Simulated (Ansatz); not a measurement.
# Preparing CaMg3Si4O12 (C2) as a host crystal, part 2 of 4

Before any defect goes in: CaMg3Si4O12 (C2) at rest, and how it screens a charge.

Ansatz 0.2.0; plane-wave PAW DFT, PBEsol; relaxation of the host's cell and atoms (the session's first sound run).

So far: Set-up; Host cell relaxation.

### Step 3. Dielectric tensors of the host

The response to a uniform electric field gives the electronic dielectric tensor.

This step: plane-wave PAW DFPT, PBEsol; dielectric tensors, Born charges and zone-centre modes of the host (Ansatz 0.2.0).

Input file eps/input.yaml:

```yaml
crystal:
  lattice:
    - [4.8637166109, -4.4433680666, 0.0281309093]
    - [4.8637166109, 4.4433680666, 0.0281309093]
    - [-1.5652257372, 0.0, 5.0106088495]
  atoms:
    - { symbol: Ca, position: [0.6988413622, 0.3011586378, 0.5] }
    - { symbol: Mg, position: [0.0913195009, 0.9086804991, 0.5] }
    - { symbol: Mg, position: [0.9037096899, 0.0962903101, 0.0] }
    - { symbol: Mg, position: [0.2554072331, 0.7445927669, 0.0] }
    - { symbol: Si, position: [0.2017141757, 0.3840864354, 0.4957897452] }
    - { symbol: Si, position: [0.6159135646, 0.7982858243, 0.5042102548] }
    - { symbol: Si, position: [0.8045065494, 0.6162658953, 0.0113214099] }
    - { symbol: Si, position: [0.3837341047, 0.1954934506, 0.9886785901] }
    - { symbol: O, position: [0.0287849587, 0.2093480381, 0.3966186394] }
    - { symbol: O, position: [0.7906519619, 0.9712150413, 0.6033813606] }
    - { symbol: O, position: [0.9746459022, 0.7950959536, 0.1057433523] }
    - { symbol: O, position: [0.2049040464, 0.0253540978, 0.8942566477] }
    - { symbol: O, position: [0.1334522462, 0.6208068979, 0.6126287883] }
    - { symbol: O, position: [0.3791931021, 0.8665477538, 0.3873712117] }
    - { symbol: O, position: [0.8925106044, 0.3843897245, 0.9193959715] }
    - { symbol: O, position: [0.6156102755, 0.1074893956, 0.0806040285] }
    - { symbol: O, position: [0.3339025449, 0.3729565069, 0.2534739237] }
    - { symbol: O, position: [0.6270434931, 0.6660974551, 0.7465260763] }
    - { symbol: O, position: [0.6810326915, 0.6168780076, 0.2549036171] }
    - { symbol: O, position: [0.3831219924, 0.3189673085, 0.7450963829] }
basis:
  ecutwfc: 420
hamiltonian:
  xc: pbesol
kpoints:
  mp_grid: { grid: [4, 4, 5] }
scf:
  occupations: { method: fixed }
  max_iter: 100
phonons:
  method: dfpt
  dielectric: true
  rigid_motions: translations
```

Started as:

```
$ ansatz run input.yaml --threads 4 --pin off --max-ram 7536MiB --backend cpu --events-out ev --progress --plain --runs-dir out
```

Numbers of over 12 decimals in the logs are rounded to 6 here.

What it wrote:

```text
[...]
Crystal: 20 atoms, lattice volume = 216.963 Å³
Basis set: ecut = 420 eV, 4235 PW (Γ), exchange–correlation on 90×90×72 points (8 copies of the dense FFT grid, shifted against one another)
Bands: 84, of which v1, the nominal top of the filled ones, is band 64 counted from 1 (63 counted from 0)
Symmetry: 2 space group operations
k-points: 42 of 80 (irreducible under 1 space group operation, time reversal used)
[...]
SCF iter   1: F=—  HF=-16773.950323 eV  |F-HF|=—  |Δ(HF+E_count)|=         —  Δρ=1.35e-2  dr2=3.09e-1  ethr=1.77e-3  ⟨swp⟩=5.6  Hψ=12760  notcnv=0  defer=738
[...]
SCF iter  11: F=-16773.860204 eV  HF=-16773.860204 eV  |F-HF|=1.82e-11  |Δ(HF+E_count)|=  1.09e-11  Δρ=1.56e-7  dr2=3.93e-11  ethr=1.00e-12  ⟨swp⟩=18.5  Hψ=27450  notcnv=0
SCF 1 converged in 11 iterations: F = -16773.860204 eV  dr2 = 3.93e-11
[...]
NSCF: frozen V_eff on 7 k-points
DFPT response loops at Γ: preconditioner auto → Resta (q_TF=auto, 2.499 Å⁻¹)  ε∞=3.5 (no band partly filled); β = 1.00, the filter's whole step (`scf.mixing.beta` (0.50) is not read by the response loops at its default; [...]
SCF converged after 11 iterations
Free energy (F): -16773.860204 eV
[...]
Internal energy: -16773.860204 eV  (E = F + TS)
E sigma→0 (E₀):  -16773.860204 eV
Fermi energy:    5.678400 eV
[...]
--- Band table (eV; the first three rows and the last of 42) ---
[...]
[... further k-points left out ...]
--- Phonons (Γ-DFPT): 36 representative perturbations + reference, on 42 of 80 k-points (Σ response iterations 144) ---
  k mesh reduced under 1 symmetry operation, with k and −k counted as one. Each operation leaves every solved perturbation unchanged. A smaller set is not considered because the run solves the response to a homogeneous field
  ASR residual: 1.941e-4 → 0.000e0 eV/Å²; symmetrization residual: 1.047e-5 eV/Å²
  ASR residual per site (eV/Å²): 2.00e-5 2.02e-5 7.76e-5 2.45e-5 3.90e-5 3.90e-5 3.78e-5 3.78e-5 1.94e-4 1.94e-4 6.11e-5 6.11e-5 1.59e-4 1.59e-4 5.75e-5 5.75e-5 6.80e-5 6.80e-5 1.27e-4 1.27e-4
  Γ frequencies (cm⁻¹): 0.00 0.00 0.00 112.64 120.83 130.88 166.68 176.02 179.60 193.34 201.96 226.92 234.83 239.77 258.01 266.06 279.84 296.40 300.10 304.11 312.25 314.58 324.16 332.25 340.58 342.94 362.40 364.38 369.57 373.99 388.84 417.06 421.24 436.68 [...]
  ε∞ (high-frequency dielectric tensor):
        2.951337    -0.000000     0.028199
       -0.000000     2.965047    -0.000000
        0.028199    -0.000000     3.029466
  ε⁰ (static dielectric tensor: ions relaxed, cell fixed):
        8.323461     0.000000    -0.487684
        0.000000     8.021803    -0.000000
       -0.487685    -0.000000     7.209603
  ε⁰ − ε∞ (ionic part):
        5.372124     0.000000    -0.515883
        0.000000     5.056756    -0.000000
       -0.515883    -0.000000     4.180137
  softest optical mode at Γ: 112.64 cm⁻¹; the repairs (sum rule, projections) moved no ω² at Γ by more than (3.77 cm⁻¹)²
  Born effective charges Z* (e; rows j = field, columns β = displacement):
    site 0:
         2.37710   -0.00000    0.18248
        -0.00000    2.34360   -0.00000
         0.15348   -0.00000    2.53565
    site 1:
         2.20050   -0.00000    0.05458
        -0.00000    2.21845   -0.00000
         0.06160   -0.00000    2.04652
    site 2:
         2.19161   -0.00000    0.07180
        -0.00000    2.17216   -0.00000
         0.02953   -0.00000    2.06287
    site 3:
         2.20778   -0.00000    0.09790
        -0.00000    2.10260   -0.00000
         0.10770   -0.00000    2.20003
    site 4:
         3.03330    0.12010   -0.04859
        -0.18955    3.07216    0.10315
        -0.04476   -0.00134    3.36943
    site 5:
         3.03330   -0.12010   -0.04859
         0.18955    3.07216   -0.10315
        -0.04476    0.00134    3.36943
    site 6:
         2.97602    0.23455   -0.09435
        -0.04067    2.98323    0.09259
        -0.06791    0.09288    3.45684
    site 7:
         2.97602   -0.23455   -0.09435
         0.04067    2.98323   -0.09259
        -0.06791   -0.09288    3.45684
    site 8:
        -2.14789    0.01712   -0.21009
         0.16278   -1.61177    0.03017
        -0.20337    0.00350   -1.60094
    site 9:
        -2.14789   -0.01712   -0.21009
        -0.16278   -1.61177   -0.03017
        -0.20337   -0.00350   -1.60094
    site 10:
        -2.18034   -0.04050   -0.20494
[...]
site 11:
[...]
site 12:
[...]
site 13:
[...]
site 14:
[...]
site 15:
[...]
site 16:
[...]
site 17:
[...]
site 18:
[...]
site 19:
[...]
Z* charge neutrality: 6.972e-6 e pre-enforcement
  k-mesh period / interband length: 26.2 Å / 1.22 Å = 21.51 at k = (0.0000, 0.0000, 0.0000), direct gap 4.812 eV — 14 or more, which is no proof of convergence
  optical modes at Γ without the LO–TO term, one row a degenerate level:
      ω (cm⁻¹)  modes    IR ((D/Å)²/amu)
[...]
optical modes at Γ + LO–TO along q̂ = [1.0000, 0.0000, 0.0000]:
      ω (cm⁻¹)  modes    IR ((D/Å)²/amu)
[...]
optical modes at Γ + LO–TO along q̂ = [0.0000, 1.0000, 0.0000]:
      ω (cm⁻¹)  modes    IR ((D/Å)²/amu)
[...]
optical modes at Γ + LO–TO along q̂ = [0.0000, 0.0000, 1.0000]:
      ω (cm⁻¹)  modes    IR ((D/Å)²/amu)
[...]
867.66      1            14.9068
        867.67      1             0.2118
        876.19      1             2.5663
        919.55      1            48.1471
        951.39      1            22.8873
        965.39      1            16.1252
        981.54      1             0.5126
        982.12      1            10.2642
        993.77      1             0.0209
       1011.44      1             4.5649
       1031.64      1            20.5327
       1061.57      1            67.6247
```

Run time: 23 min. Hardware: 4 threads of Arm Neoverse V1, shared host; peak memory 3.2 GiB; 89 min of CPU time.

Reading the cycles: dr2 is the Hartree energy of the density residual (eV), the measure of convergence; HF is the Harris–Foulkes estimate of the energy, which meets the free energy F at convergence.

Electronic dielectric tensor:

```
2.95 0.00 0.03
0.00 2.96 0.00
0.03 0.00 3.03
```

Static dielectric tensor:

```
 8.32  0.00 -0.49
 0.00  8.02  0.00
-0.49  0.00  7.21
```

The principal values of the electronic dielectric tensor are 2.94, 2.97 and 3.04. The principal values of the static dielectric tensor are 7.03, 8.02 and 8.51.

### Step 4. Primitive cell on a dense mesh

A dense mesh gives the host's converged energy, against which the supercell's sampling is tested.

This step: plane-wave PAW DFT, PBEsol; single point of the host's primitive cell on a dense mesh (Ansatz 0.2.0).

dense/input.yaml, as its differences from eps/input.yaml of step 3:

```diff
@@ -28,2 +28,3 @@
   ecutwfc: 420
+  xc_grid: 2
 hamiltonian:
@@ -31,9 +32,5 @@
 kpoints:
-  mp_grid: { grid: [4, 4, 5] }
+  mp_grid: { grid: [5, 5, 6] }
 scf:
-  occupations: { method: fixed }
-  max_iter: 100
-phonons:
-  method: dfpt
-  dielectric: true
-  rigid_motions: translations
+  occupations: { method: fermi_dirac, width: 0.01 }
+  max_iter: 80
```

What it wrote:

```text
[...]
Crystal: 20 atoms, lattice volume = 216.963 Å³
Basis set: ecut = 420 eV, 4235 PW (Γ), exchange–correlation on 90×90×72 points (8 copies of the dense FFT grid, shifted against one another)
Bands: 84, of which v1, the nominal top of the filled ones, is band 64 counted from 1 (63 counted from 0)
Symmetry: 2 space group operations
[...]
k-points: 48 of 150 (time reversal used)
[...]
SCF iter   1: F=—  HF=-16773.952276 eV  |F-HF|=—  |Δ(HF+E_count)|=         —  Δρ=1.34e-2  dr2=3.09e-1  ethr=1.77e-3  ⟨swp⟩=8.2  Hψ=19963  notcnv=0  defer=273
[...]
SCF iter   8: F=-16773.860322 eV  HF=-16773.860322 eV  |F-HF|=9.34e-9  |Δ(HF+E_count)|=   1.97e-8  Δρ=4.21e-6  dr2=2.99e-8  ethr=1.70e-10  ⟨swp⟩=3.0  Hψ=7642  notcnv=0
SCF 1 converged in 8 iterations: F = -16773.860322 eV  dr2 = 2.99e-8
[...]
SCF converged after 8 iterations
Free energy (F): -16773.860322 eV
[...]
Internal energy: -16773.860322 eV  (E = F + TS)
E sigma→0 (E₀):  -16773.860322 eV
Fermi energy:    8.083080 eV
[...]
```

The job ended after 23 s (4 threads; peak memory 1 GiB).

### Step 5. Self-consistent run

This step: plane-wave PAW DFT, PBEsol; single point of the defect-free supercell, a test of its k-points (Ansatz 0.2.0).

System of this step: CaMg3Si4O12 (C2). The cell holds 80 atoms: 4 Ca, 12 Mg, 16 Si and 48 O. Cell: a = 10.321 Å, b = 9.607 Å, c = 13.176 Å, α = 51.0°, β = 61.9°, γ = 82.7°.

Input file pristine.sampling/input.yaml:

```yaml
crystal:
  lattice:
    - [-1.5652257372, 8.8867361331, 5.0106088495]
    - [8.1622074846, 0.0, 5.0668706681]
    - [9.7274332219, 8.8867361331, 0.0562618186]
  atoms:
    - { symbol: Ca, position: [0.4005793189, 0.0994206811, 0.4005793189] }
    - { symbol: Ca, position: [0.4005793189, 0.0994206811, 0.9005793189] }
    - { symbol: Ca, position: [0.9005793189, 0.5994206811, 0.4005793189] }
    - { symbol: Ca, position: [0.9005793189, 0.5994206811, 0.9005793189] }
    - { symbol: Mg, position: [0.2043402495, 0.2956597505, 0.2043402495] }
    - { symbol: Mg, position: [0.2043402495, 0.2956597505, 0.7043402495] }
    - { symbol: Mg, position: [0.7043402495, 0.7956597505, 0.2043402495] }
    - { symbol: Mg, position: [0.7043402495, 0.7956597505, 0.7043402495] }
    - { symbol: Mg, position: [0.048145155, 0.951854845, 0.048145155] }
    - { symbol: Mg, position: [0.048145155, 0.951854845, 0.548145155] }
    - { symbol: Mg, position: [0.548145155, 0.451854845, 0.048145155] }
    - { symbol: Mg, position: [0.548145155, 0.451854845, 0.548145155] }
    - { symbol: Mg, position: [0.3722963835, 0.6277036165, 0.3722963835] }
    - { symbol: Mg, position: [0.3722963835, 0.6277036165, 0.8722963835] }
    - { symbol: Mg, position: [0.8722963835, 0.1277036165, 0.3722963835] }
    - { symbol: Mg, position: [0.8722963835, 0.1277036165, 0.8722963835] }
    - { symbol: Si, position: [0.1470377847, 0.3487519604, 0.4441483451] }
    - { symbol: Si, position: [0.1470377847, 0.3487519604, 0.9441483451] }
    - { symbol: Si, position: [0.6470377847, 0.8487519604, 0.4441483451] }
    - { symbol: Si, position: [0.6470377847, 0.8487519604, 0.9441483451] }
    - { symbol: Si, position: [0.4441483451, 0.0600619097, 0.1470377847] }
    - { symbol: Si, position: [0.4441483451, 0.0600619097, 0.6470377847] }
    - { symbol: Si, position: [0.9441483451, 0.5600619097, 0.1470377847] }
    - { symbol: Si, position: [0.9441483451, 0.5600619097, 0.6470377847] }
    - { symbol: Si, position: [0.1034074302, 0.9079139796, 0.3024722427] }
    - { symbol: Si, position: [0.1034074302, 0.9079139796, 0.8024722427] }
    - { symbol: Si, position: [0.6034074302, 0.4079139796, 0.3024722427] }
    - { symbol: Si, position: [0.6034074302, 0.4079139796, 0.8024722427] }
    - { symbol: Si, position: [0.3024722427, 0.6862063474, 0.1034074302] }
    - { symbol: Si, position: [0.3024722427, 0.6862063474, 0.6034074302] }
    - { symbol: Si, position: [0.8024722427, 0.1862063474, 0.1034074302] }
    - { symbol: Si, position: [0.8024722427, 0.1862063474, 0.6034074302] }
    - { symbol: O, position: [0.1839168403, 0.212701799, 0.4063646994] }
    - { symbol: O, position: [0.1839168403, 0.212701799, 0.9063646994] }
    - { symbol: O, position: [0.6839168403, 0.712701799, 0.4063646994] }
    - { symbol: O, position: [0.6839168403, 0.712701799, 0.9063646994] }
    - { symbol: O, position: [0.4063646994, 0.1970166613, 0.1839168403] }
    - { symbol: O, position: [0.4063646994, 0.1970166613, 0.6839168403] }
    - { symbol: O, position: [0.9063646994, 0.6970166613, 0.1839168403] }
    - { symbol: O, position: [0.9063646994, 0.6970166613, 0.6839168403] }
    - { symbol: O, position: [0.065548725, 0.0401946273, 0.3446763007] }
    - { symbol: O, position: [0.065548725, 0.0401946273, 0.8446763007] }
    - { symbol: O, position: [0.565548725, 0.5401946273, 0.3446763007] }
    - { symbol: O, position: [0.565548725, 0.5401946273, 0.8446763007] }
    - { symbol: O, position: [0.3446763007, 0.549580347, 0.065548725] }
    - { symbol: O, position: [0.3446763007, 0.549580347, 0.565548725] }
    - { symbol: O, position: [0.8446763007, 0.049580347, 0.065548725] }
    - { symbol: O, position: [0.8446763007, 0.049580347, 0.565548725] }
    - { symbol: O, position: [0.239588271, 0.3730405173, 0.0040890548] }
    - { symbol: O, position: [0.239588271, 0.3730405173, 0.5040890548] }
    - { symbol: O, position: [0.739588271, 0.8730405173, 0.0040890548] }
    - { symbol: O, position: [0.739588271, 0.8730405173, 0.5040890548] }
    - { symbol: O, position: [0.0040890548, 0.3832821569, 0.239588271] }
    - { symbol: O, position: [0.0040890548, 0.3832821569, 0.739588271] }
    - { symbol: O, position: [0.5040890548, 0.8832821569, 0.239588271] }
    - { symbol: O, position: [0.5040890548, 0.8832821569, 0.739588271] }
    - { symbol: O, position: [0.0134426835, 0.905953288, 0.2324968765] }
    - { symbol: O, position: [0.0134426835, 0.905953288, 0.7324968765] }
    - { symbol: O, position: [0.5134426835, 0.405953288, 0.2324968765] }
    - { symbol: O, position: [0.5134426835, 0.405953288, 0.7324968765] }
    - { symbol: O, position: [0.2324968765, 0.848107152, 0.0134426835] }
    - { symbol: O, position: [0.2324968765, 0.848107152, 0.5134426835] }
    - { symbol: O, position: [0.7324968765, 0.348107152, 0.0134426835] }
    - { symbol: O, position: [0.7324968765, 0.348107152, 0.5134426835] }
    - { symbol: O, position: [0.4597856894, 0.7936882343, 0.0597412916] }
    - { symbol: O, position: [0.4597856894, 0.7936882343, 0.5597412916] }
    - { symbol: O, position: [0.9597856894, 0.2936882343, 0.0597412916] }
    - { symbol: O, position: [0.9597856894, 0.2936882343, 0.5597412916] }
    - { symbol: O, position: [0.0597412916, 0.6867847847, 0.4597856894] }
    - { symbol: O, position: [0.0597412916, 0.6867847847, 0.9597856894] }
    - { symbol: O, position: [0.5597412916, 0.1867847847, 0.4597856894] }
    - { symbol: O, position: [0.5597412916, 0.1867847847, 0.9597856894] }
    - { symbol: O, position: [0.2869354628, 0.9679681543, 0.1809871953] }
    - { symbol: O, position: [0.2869354628, 0.9679681543, 0.6809871953] }
    - { symbol: O, position: [0.7869354628, 0.4679681543, 0.1809871953] }
    - { symbol: O, position: [0.7869354628, 0.4679681543, 0.6809871953] }
    - { symbol: O, position: [0.1809871953, 0.5641091877, 0.2869354628] }
    - { symbol: O, position: [0.1809871953, 0.5641091877, 0.7869354628] }
    - { symbol: O, position: [0.6809871953, 0.0641091877, 0.2869354628] }
    - { symbol: O, position: [0.6809871953, 0.0641091877, 0.7869354628] }
basis:
  ecutwfc: 420
  xc_grid: 2
hamiltonian:
  xc: pbesol
kpoints:
  mp_grid: { grid: [1, 1, 1], shift: [0.25, 0.25, 0.25] }
scf:
  occupations: { method: fermi_dirac, width: 0.01 }
  max_iter: 80
```

What it wrote:

```text
[...]
Crystal: 80 atoms, lattice volume = 867.851 Å³
Basis set: ecut = 420 eV, 16945 PW (Γ), exchange–correlation on 144×144×180 points (8 copies of the dense FFT grid, shifted against one another)
Bands: 336, of which v1, the nominal top of the filled ones, is band 256 counted from 1 (255 counted from 0)
Symmetry: 4 space group operations
k-points: 1
[...]
SCF iter   1: F=—  HF=-67095.762943 eV  |F-HF|=—  |Δ(HF+E_count)|=         —  Δρ=1.33e-2  dr2=1.21e0  ethr=1.77e-3  ⟨swp⟩=7.0  Hψ=1552  notcnv=0  defer=56
[...]
SCF iter   8: F=-67095.392297 eV  HF=-67095.392297 eV  |F-HF|=4.31e-9  |Δ(HF+E_count)|=   1.99e-7  Δρ=3.72e-6  dr2=8.99e-8  ethr=1.70e-10  ⟨swp⟩=3.0  Hψ=614  notcnv=0
SCF 1 converged in 8 iterations: F = -67095.392297 eV  dr2 = 8.99e-8
[...]
SCF converged after 8 iterations
Free energy (F): -67095.392297 eV
[...]
Internal energy: -67095.392297 eV  (E = F + TS)
E sigma→0 (E₀):  -67095.392297 eV
Fermi energy:    8.253199 eV
[...]
```

Elapsed: 15 s, on 4 threads; peak memory 1.7 GiB.

Numbers from this step:

```
energy over dense mesh : 6.12e-4 eV/atom
```

(Continued in part 3 of 4.)

[Logs are printed without paths, hosts, clocks, repeated set-up lines and the standing remarks that a program may print on its own settings, such as how far it seeks lower states.]

[Hosts, paths, dates, database ids (printed as entryN), source tags and the programs' standing remarks are cut or masked in the printed files.]

[Runs of the host that timed out are not shown.]

[For some hosts the program warned that the k-mesh of the response run may be too coarse for force constants and the static dielectric constant; such warnings are not always shown.]
